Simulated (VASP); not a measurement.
AlN:

```
Al N
1.0
     3.12151    0.00000    0.00000
    -1.56075    2.70330    0.00000
     0.00000    0.00000    5.03974
Al N
2 2
Direct
  0.66667 0.33333 0.50048
  0.33333 0.66667 0.00048
  0.66667 0.33333 0.87952
  0.33333 0.66667 0.37952
```

The cell is a database's computed one.

- Program: VASP 6.6.1
- Task: relaxation of cell and atoms
- Functional: r2SCAN
- Potentials or basis: VASP PAW PBE potentials, release 64 (Al, N)
- Cutoff: 600 eV
- k mesh: 9 × 9 × 5
- Occupations: gaussian, width 0.02 eV
- Spin: no spin polarisation

At the start: pressure -4.6 GPa; volume 10.63 Å³/atom.

Task: How do energy, volume and symmetry change on relaxing?

Result: Over 6 steps the energy falls by 4.0 meV/atom and the volume is 10.39 Å³/atom (-2.3 %); space group P6_3mc (No. 186, to 0.05 Å).

Step by step:
```tsv
step	energy change (eV)	largest force (eV/Å)	pressure (GPa)	volume (Å³)
1	0.0000	0.0777	-4.60	42.53
2	-0.0023	0.0383	4.77	40.68
3	-0.0149	0.0575	0.08	41.55
4	-0.0149	0.0571	0.17	41.53
5	-0.0158	0.0263	0.09	41.54
6	-0.0160	0.0050	0.03	41.54
```

Final structure:
```cif
data_structure
_symmetry_space_group_name_H-M 'P 1'
_symmetry_Int_Tables_number 1
_cell_length_a 3.1052
_cell_length_b 3.1052
_cell_length_c 4.9751
_cell_angle_alpha 90.000
_cell_angle_beta 90.000
_cell_angle_gamma 120.000
_cell_volume 41.54
loop_
_atom_site_label
_atom_site_type_symbol
_atom_site_fract_x
_atom_site_fract_y
_atom_site_fract_z
_atom_site_occupancy
Al1 Al 0.66667 0.33333 0.49920 1
Al2 Al 0.33333 0.66667 0.99920 1
N1 N 0.66667 0.33333 0.88080 1
N2 N 0.33333 0.66667 0.38080 1
```

Caveat: the PAW data sets were made with another functional, which shifts forces and pressure a little.
